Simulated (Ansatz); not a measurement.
# Zr$_{2}$N: how the k-point mesh moves the results

All numbers below come from Ansatz 0.2.0, DFT r2SCAN, scalar-relativistic, plane waves, PAW.

```cif
data_structure
_symmetry_space_group_name_H-M 'P 1'
_symmetry_Int_Tables_number 1
_cell_length_a 5.4121
_cell_length_b 5.3689
_cell_length_c 3.3323
_cell_angle_alpha 89.639
_cell_angle_beta 90.221
_cell_angle_gamma 88.636
_cell_volume 96.80
loop_
_atom_site_label
_atom_site_type_symbol
_atom_site_fract_x
_atom_site_fract_y
_atom_site_fract_z
_atom_site_occupancy
Zr1 Zr 0.30532 0.29893 0.00789 1
Zr2 Zr 0.71034 0.68743 0.99757 1
Zr3 Zr 0.80291 0.21492 0.51133 1
Zr4 Zr 0.20677 0.79505 0.48916 1
N1 N 0.00117 0.00493 0.99965 1
N2 N 0.50060 0.51026 0.50577 1
```

```json
{
  "plane-wave cutoff": "500 eV",
  "occupation rule": "Gaussian smearing, 0.1 eV",
  "spin treatment": "unpolarised"
}
```

The atoms are held and the k-point mesh is swept. Energies are extrapolated to zero smearing and count from the reference run, 6×6×8. The cell was strained and its atoms displaced at random, so that forces don't vanish. The meshes are Γ-centred. Pressure is positive in compression.

Times are rough; the reference took 39 s on 1 thread of AMD EPYC 9R45 96-Core Processor (Zen 5), with other jobs on the host, peak memory 0.85 GiB.

Q: One run gave ΔE = 15.9 meV/atom and P = 3.80 GPa. Which k-point mesh did it use, of 1×1×1, 1×1×2, 2×2×4, 4×4×6?

A: 1×1×2. All runs:

| mesh | ΔE (meV/atom) | P (GPa) | largest change of a force component (eV/Å) | irreducible points | wall time (s) |
| --- | --- | --- | --- | --- | --- |
| 1×1×1 | 578 | 9.74 | 3.358 | 1 | 2.9 |
| 1×1×2 | 15.9 | 3.80 | 1.423 | 2 | 2.7 |
| 2×2×4 | -23.1 | 0.25 | 0.380 | 12 | 3.7 |
| 4×4×6 | -1.93 | 0.82 | 0.106 | 52 | 12 |
| 6×6×8 | 0.00 | 0.85 | 0.000 | 148 | 39 |